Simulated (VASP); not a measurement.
Wanted: the native input for a VASP 6.6.1 run.

* Task: single point
* Functional: PBE
* Potentials or basis: VASP PAW PBE potentials, release 64 (Cu, I)
* Cutoff: 520 eV
* k mesh: 8 × 8 × 8
* Occupations: gaussian, width 0.01 eV
* Spin: no spin polarisation
* Dipole correction: no
* Further INCAR settings: ALGO = Normal; EDIFF = 1e-06; NBANDS = 16

The structure of CuI (Marshite) lies in POSCAR:

```
CuI
1.0
    0.0000000000      3.0394678696      3.0394678696
    3.0394678696      0.0000000000      3.0394678696
    3.0394678696      3.0394678696      0.0000000000
Cu I
1 1
Direct
    0.2500000000      0.2500000000      0.2500000000
    0.0000000000      0.0000000000      0.0000000000
```

The cell isn't the ideal one: cell and atoms relaxed tightly for response.

These files were run (other wordings do the same):

INCAR

```
PREC = Accurate
ENCUT = 520
EDIFF = 1E-6
ISMEAR = 0
SIGMA = 0.01
LREAL = False
LASPH = True
NELM = 100
ALGO = Normal
ISIF = 2
LWAVE = False
LCHARG = False
GGA = PE
NBANDS = 16
```

KPOINTS

```
regular mesh
0
Gamma
  8 8 8
```

Potentials or basis: VASP PAW PBE potentials, release 64 (Cu, I).

Launch:

```console
$ cat potpaw_PBE.64/Cu/POTCAR potpaw_PBE.64/I/POTCAR > POTCAR
$ mpirun -np 1 vasp_std > vasp.out
```

Results of the run:

```json
{"Pressure": "0.0 GPa", "Band gap on the k mesh": "1.12 eV, direct"}
```

Caveat: spin-orbit coupling is left out, which moves the levels of the heavy elements.

Run time: 18 s on 1 thread of AMD EPYC 9R14 (Zen 4), on a shared host, peak memory 0.16 GiB.
